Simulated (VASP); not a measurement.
# Gd (Fm-3m) in VASP: notebook

Runs on Gd. Level: PBE. Tasks: single point.

Everything below comes from runs of VASP 6.6.1. Logs are shortened: lines on timing, memory, paths and dates and some standing lists are left out, and cuts for length are marked.

## (1) Starting point

The structure is cubic, space group Fm-3m (No. 225). The conventional cell has a = 5.172 Å, b = 5.172 Å, c = 5.172 Å, α = 90.00°, β = 90.00°, γ = 90.00°. Gd (site symmetry m-3m) is surrounded by 12 Gd at 3.66 Å.

This isn't the form of Gd at room conditions, which is hcp.

## (2) Single point, PBE, collinear spin, ferromagnetic start

INCAR

```
ADDGRID = F
ALGO = Normal
EDIFF = 1E-4
ENCUT = 400
GGA = PE
ISIF = 2
ISMEAR = 0
ISPIN = 2
LASPH = T
LCHARG = F
LMAXMIX = 6
LORBIT = 11
LREAL = Auto
LWAVE = F
MAGMOM = 7
NBANDS = 19
NELM = 100
PREC = Normal
SIGMA = 0.15
```

KPOINTS

```
k-points
0
Gamma
  12 12 12
```

POSCAR

```
Gd
1.0
    0.0000000000      2.5858190855      2.5858190855
    2.5858190855      0.0000000000      2.5858190855
    2.5858190855      2.5858190855      0.0000000000
Gd
1
Direct
    0.0000000000      0.0000000000      0.0000000000
```

Potentials or basis: VASP PAW PBE potentials, release 64 (Gd).

Launch:

```
$ cat potpaw_PBE.64/Gd/POTCAR > POTCAR
$ mpirun -np 1 vasp_std > vasp.out
```

OUTCAR:

```text
EDIFF = 1E-4
   ENCUT = 400
   GGA = PE
   ISIF = 2
   ISMEAR = 0
   ISPIN = 2
   LASPH = T
   LORBIT = 11
   LREAL = Auto
   NELM = 100
   PREC = Normal

 Found     72 irreducible k-points:

 Following reciprocal coordinates:
            Coordinates               Weight
  0.000000  0.000000  0.000000      1.000000
  0.083333  0.000000  0.000000      8.000000
  0.166667  0.000000  0.000000      8.000000
  0.250000  0.000000  0.000000      8.000000
  0.333333  0.000000  0.000000      8.000000
  0.416667  0.000000  0.000000      8.000000
   k-points           NKPTS =     72   k-points in BZ     NKDIM =     72   number of bands    NBANDS=     19
   number of dos      NEDOS =    301   number of ions     NIONS =      1
   total plane-waves  NPLWV =   5832
   dimension x,y,z NGX =    18 NGY =   18 NGZ =   18
   dimension x,y,z NGXF=    36 NGYF=   36 NGZF=   36
   ions per type =               1
   NGX,Y,Z   is equivalent  to a cutoff of   8.18,  8.18,  8.18 a.u.
   NGXF,Y,Z  is equivalent  to a cutoff of  16.37, 16.37, 16.37 a.u.
 SYSTEM =  unknown system
   PREC   = normal    normal or accurate (medium, high low for compatibility)
   ISTART =      0    job   : 0-new  1-cont  2-samecut
   ICHARG =      2    charge: 1-file 2-atom 10-const
   ISPIN  =      2    spin polarized calculation?
   LNONCOLLINEAR =      F non collinear calculations
   LSORBIT =      F    spin-orbit coupling
   LASPH  =      T    aspherical Exc in radial PAW
   ENCUT  =  400.0 eV  29.40 Ry    5.42 a.u.   5.96  5.96  5.96*2*pi/ulx,y,z
   NELM   =    100;   NELMIN=  2; NELMDL= -5     # of ELM steps
   EDIFF  = 0.1E-03   stopping-criterion for ELM
   LREAL  =      T    real-space projection
   EDIFFG = 0.1E-02   stopping-criterion for IOM
   NSW    =      0    number of steps for IOM
   IBRION =     -1    ionic relax: 0-MD 1-quasi-New 2-CG
   NFREE  =      0    steps in history (QN), initial steepest desc. (CG)
   ISIF   =      2    stress and relaxation
   ISYM   =      2    0-nonsym 1-usesym 2-fastsym
   POTIM  = 0.5000    time-step for ionic-motion
   TEBEG  =    0.0;   TEEND  =   0.0 temperature during run
   PSTRESS=    0.0 pullay stress
   NELECT =      18.0000    total number of electrons
   NUPDOWN=      -1.0000    fix difference up-down
   EMIN   =  10.00;   EMAX   =-10.00  energy-range for DOS
   EFERMI =   0.00;   METHOD = LEGACY
   ISMEAR =     0;   SIGMA  =   0.15  broadening in eV -4-tet -1-fermi 0-gaus
   EFERMI_NEDOS =   21; number of points for ismear=-14 and -15
   IALGO  =     38    algorithm
   IMIX   =      4    mixing-type and parameters
     AMIX     =   0.40;   BMIX     =  1.00
     AMIX_MAG =   1.60;   BMIX_MAG =  1.00
  volume/ion in A,a.u.               =      34.58       233.36
  Fermi-wavevector in a.u.,A,eV,Ry     =   1.316914  2.488607 23.596086  1.734263
  Thomas-Fermi vector in A             =   2.446993
   LORBIT       =     11    0 simple, 1 ext, 2 COOP (PROOUT), +10 PAW based schemes
   GGA     = PE    functional components
   LHFCALC =     F    Hartree Fock is set to
   AEXX    =    0.0000 exact exchange contribution
   IVDW    =     0    specifies the selected vdW correction
   LEPSILON=     F    determine dielectric tensor
   LRPA    =     F    only Hartree local field effects (RPA)
 spin polarized calculation
 Gauss-broadening in eV      SIGMA  =   0.15
  energy-cutoff  :      400.00
  volume of cell :       34.58
 maximum number of plane-waves:       642
   NGX = 11   NGY = 11   NGZ = 11

 number of electron      17.9999936 magnetization       7.5044073

 Free energy of the ion-electron system (eV)
  ---------------------------------------------------
  ext. energy  EPLUGINS =         0.00000000
  ---------------------------------------------------
  free energy    TOTEN  =       -11.64452447 eV

  energy without entropy =      -11.61267136  energy(sigma->0) =      -11.62859792

 E-fermi :   2.8113     XC(G=0):  -9.7863

 val. band max:        2.8063130447   @ k =   0.3333   0.2500   0.0000
 cond. band min:       2.8273554022   @ k =   0.4167   0.2500   0.0000
 fundamental gap:      0.0210423576
 Fermi energy:         2.8112722378

 spin component 1

 k-point     1 :       0.0000    0.0000    0.0000
  band No.  band energies     occupation
      1     -42.5581      1.00000
      2     -19.6258      1.00000
      3     -19.6258      1.00000
      4     -19.6258      1.00000
      5      -2.2060      1.00000
      6      -2.1546      1.00000
[... 11 lines left out ...]
     18      11.5966      0.00000
     19      14.9109      0.00000

 k-point     2 :       0.0833    0.0000    0.0000
  band No.  band energies     occupation
      1     -42.5548      1.00000
      2     -19.6686      1.00000
      3     -19.6314      1.00000
      4     -19.6313      1.00000
      5      -2.1499      1.00000
      6      -2.1005      1.00000
[... 11 lines left out ...]
     18      11.9821      0.00000
     19      14.0641      0.00000

 k-point     3 :       0.1667    0.0000    0.0000
  band No.  band energies     occupation
      1     -42.5455      1.00000
      2     -19.7831      1.00000
      3     -19.6463      1.00000
      4     -19.6462      1.00000
      5      -2.1379      1.00000
      6      -2.1022      1.00000
[... 11 lines left out ...]
     18      12.5250      0.00000
     19      13.3607      0.00000

 k-point     4 :       0.2500    0.0000    0.0000
  band No.  band energies     occupation
      1     -42.5328      1.00000
      2     -19.9354      1.00000
      3     -19.6664      1.00000
      4     -19.6663      1.00000
      5      -2.1306      1.00000
      6      -2.0934      1.00000
[... 11 lines left out ...]
     18      11.7072      0.00000
     19      14.1529      0.00000

 k-point     5 :       0.3333    0.0000    0.0000
  band No.  band energies     occupation
      1     -42.5200      1.00000
      2     -20.0831      1.00000
      3     -19.6864      1.00000
      4     -19.6863      1.00000
      5      -2.1348      1.00000
      6      -2.0949      1.00000
[... 11 lines left out ...]
     18      10.9706      0.00000
     19      13.2832      0.00000

 k-point     6 :       0.4167    0.0000    0.0000
  band No.  band energies     occupation
      1     -42.5107      1.00000
      2     -20.1887      1.00000
      3     -19.7010      1.00000
      4     -19.7010      1.00000
      5      -2.1401      1.00000
      6      -2.1102      1.00000
[... 11 lines left out ...]
     18      10.4562      0.00000
     19      11.9109      0.00000

 [... further k-points ...]

 spin component 2

 k-point     1 :       0.0000    0.0000    0.0000
  band No.  band energies     occupation
      1     -39.3518      1.00000
      2     -17.2619      1.00000
      3     -17.2619      1.00000
      4     -17.2619      1.00000
      5      -1.4207      1.00000
      6       3.0400      0.01553
[... 11 lines left out ...]
     18      12.7118      0.00000
     19      15.6227      0.00000

 k-point     2 :       0.0833    0.0000    0.0000
  band No.  band energies     occupation
      1     -39.3475      1.00000
      2     -17.3155      1.00000
      3     -17.2687      1.00000
      4     -17.2686      1.00000
      5      -1.2341      1.00000
      6       3.0313      0.01903
[... 11 lines left out ...]
     18      13.0908      0.00000
     19      14.7440      0.00000

 k-point     3 :       0.1667    0.0000    0.0000
  band No.  band energies     occupation
      1     -39.3357      1.00000
      2     -17.4576      1.00000
      3     -17.2865      1.00000
      4     -17.2865      1.00000
      5      -0.7127      1.00000
      6       3.0116      0.02945
[... 11 lines left out ...]
     18      13.3400      0.00000
     19      14.3817      0.00000

 k-point     4 :       0.2500    0.0000    0.0000
  band No.  band energies     occupation
      1     -39.3195      1.00000
      2     -17.6454      1.00000
      3     -17.3104      1.00000
      4     -17.3104      1.00000
      5       0.0175      1.00000
      6       3.0091      0.03107
[... 11 lines left out ...]
     18      12.4855      0.00000
     19      15.4186      0.00000

 k-point     5 :       0.3333    0.0000    0.0000
  band No.  band energies     occupation
      1     -39.3033      1.00000
      2     -17.8259      1.00000
      3     -17.3343      1.00000
      4     -17.3342      1.00000
      5       0.7225      1.00000
      6       3.0775      0.00604
[... 11 lines left out ...]
     18      11.8534      0.00000
     19      14.5904      0.00000

 k-point     6 :       0.4167    0.0000    0.0000
  band No.  band energies     occupation
      1     -39.2913      1.00000
      2     -17.9544      1.00000
      3     -17.3518      1.00000
      4     -17.3517      1.00000
      5       1.1449      1.00000
      6       3.0737      0.00668
[... 11 lines left out ...]
     18      11.5596      0.00000
     19      13.0277      0.00000

 [... further k-points ...]
[... 5 lines left out ...]
  --------------------------------------------------------------------------------------
  -------------------------------------------------------------------------------------
  Total        0.1160419      0.1160419      0.1160419     -0.0000000     -0.0000000     -0.0000000
  in kB        5.3765178      5.3765178      5.3765178     -0.0000000     -0.0000000     -0.0000000
  external PRESSURE =       5.3765178 kB  Pullay stress =       0.0000000 kB

 VOLUME and BASIS-vectors are now :
 -----------------------------------------------------------------------------
  energy-cutoff  :      400.00
  volume of cell :       34.58
      direct lattice vectors                 reciprocal lattice vectors
     0.000000000  2.585819085  2.585819085    -0.193362329  0.193362329  0.193362329
     2.585819085  0.000000000  2.585819085     0.193362329 -0.193362329  0.193362329
     2.585819085  2.585819085  0.000000000     0.193362329  0.193362329 -0.193362329

 POSITION                                       TOTAL-FORCE (eV/Angst)
 -----------------------------------------------------------------------------------
      0.00000      0.00000      0.00000         0.000000      0.000000      0.000000
 -----------------------------------------------------------------------------------
    total drift:                                0.000000     -0.000000      0.000000

  FREE ENERGIE OF THE ION-ELECTRON SYSTEM (eV)
  ---------------------------------------------------
  free  energy   TOTEN  =       -11.6445244725 eV

  energy  without entropy=      -11.6126713608  energy(sigma->0) =      -11.62859792

 total charge

# of ion       s       p       d       f       tot
--------------------------------------------------
    1        2.071   5.555   0.552   7.010  15.188

 magnetization (x)

# of ion       s       p       d       f       tot
--------------------------------------------------
    1        0.001  -0.058   0.186   6.796   6.925
```

Wall time 1.8 min (1 thread of Intel Xeon Platinum 8259CL at 2.50GHz (Skylake/Cascade Lake), shared host); peak memory 0.16 GiB.

These settings aren't checked as converged: the numbers below hold their error.

What came out:

- Free energy: -11.6445 eV
- Pressure: 0.5 GPa
- Band gap on the k mesh: none (metal or under the smearing width)
- Net moment: 7.50 μB per cell
- Site moments: Gd +6.92 μB
- Valence electrons inside the program's atomic spheres: Gd 15.19

Caveat: the cutoff is under 1.25 times the usual one of these potentials, so pressure, stress and relaxed cells hold a basis-set (Pulay) error; spin-orbit coupling is left out, which moves the levels of the heavy elements.

## (3) Single point, PBE, collinear spin, ferromagnetic start

INCAR

```
ADDGRID = F
ALGO = Normal
EDIFF = 1E-6
ENCUT = 300
GGA = PE
ISIF = 2
ISMEAR = 0
ISPIN = 2
LASPH = T
LCHARG = F
LMAXMIX = 6
LORBIT = 11
LREAL = F
LWAVE = F
MAGMOM = 7
NBANDS = 19
NELM = 100
PREC = Accurate
SIGMA = 0.15
```

KPOINTS

```
k-points
0
Gamma
  14 14 14
```

POSCAR is that of step 2.

Potentials or basis: VASP PAW PBE potentials, release 64 (Gd).

Launch:

```
$ cat potpaw_PBE.64/Gd/POTCAR > POTCAR
$ mpirun -np 1 vasp_std > vasp.out
```

Run time: 2.6 min. Hardware: 1 thread of Intel Xeon Platinum 8259CL at 2.50GHz (Skylake/Cascade Lake), shared host; peak memory 0.19 GiB.

The run converged, but a check on its numbers failed (symmetry, net force, bounds or a known fault of this set-up), so they aren't taken as properties of the crystal.

Caveat: the cutoff lies under the usual one of these potentials, so the numbers hold a large basis-set error; spin-orbit coupling is left out, which moves the levels of the heavy elements.

## (4) Single point, PBE, collinear spin, ferromagnetic start

INCAR: that of step 3 with these lines changed.

```diff
@@ -3,3 +3,3 @@
 EDIFF = 1E-6
-ENCUT = 300
+ENCUT = 600
 GGA = PE
```

KPOINTS

```
k-points
0
Gamma
  10 10 10
```

POSCAR is that of step 3.

Launch:

```
$ cat potpaw_PBE.64/Gd/POTCAR > POTCAR
$ mpirun -np 1 vasp_std > vasp.out
```

Run time: 2.8 min. Hardware: 1 thread of Intel Xeon Platinum 8259CL at 2.50GHz (Skylake/Cascade Lake), shared host; peak memory 0.24 GiB.

The run converged, but some of its settings lie outside the range that counts as converged, so its numbers aren't taken as properties of the crystal.

What came out:

```
Free energy                                           : -11.6671 eV
Pressure                                              : -1.3 GPa
Band gap on the k mesh                                : none (metal or under the smearing width)
Net moment                                            : 7.50 μB per cell
Site moments                                          : Gd +6.94 μB
Valence electrons inside the program's atomic spheres : Gd 15.19
```

Caveat: spin-orbit coupling is left out, which moves the levels of the heavy elements.

## (5) Single point, PBE, collinear spin, ferromagnetic start

INCAR: that of step 4 with these lines changed.

```diff
@@ -3,3 +3,3 @@
 EDIFF = 1E-6
-ENCUT = 600
+ENCUT = 350
 GGA = PE
```

KPOINTS

```
k-points
0
Gamma
  14 14 14
```

POSCAR is that of step 4.

Launch:

```
$ cat potpaw_PBE.64/Gd/POTCAR > POTCAR
$ mpirun -np 1 vasp_std > vasp.out
```

It took 2.6 min on 1 thread of Intel Xeon Platinum 8259CL at 2.50GHz (Skylake/Cascade Lake), shared host; peak memory 0.2 GiB.

These settings aren't checked as converged: the numbers below hold their error.

What came out:

```yaml
Free_energy: -11.6155 eV
Band_gap_on_the_k_mesh: none (metal or under the smearing width)
Net_moment: 7.50 μB per cell
Site_moments: Gd +6.93 μB
Valence_electrons_inside_the_program's_atomic_spheres: Gd 15.17
```

Caveat: the cutoff is under 1.25 times the usual one of these potentials, so pressure, stress and relaxed cells hold a basis-set (Pulay) error; spin-orbit coupling is left out, which moves the levels of the heavy elements.

## (6) The reference run

An earlier run on the cell as given: functional PBE; potentials or basis VASP PAW PBE potentials, release 64 (Gd); cutoff 520 eV; k mesh 9 × 9 × 9; occupations fermi-dirac, width 0.05 eV; collinear spin, ferromagnetic start; starting moments [7.0] μB.

* Pressure: -1.3 GPa
* Band gap on the k mesh: none (metal or under the smearing width)
* Net moment: 7.59 μB per cell
* Site moments: Gd +6.97 μB
* Valence electrons inside the program's atomic spheres: Gd 15.19
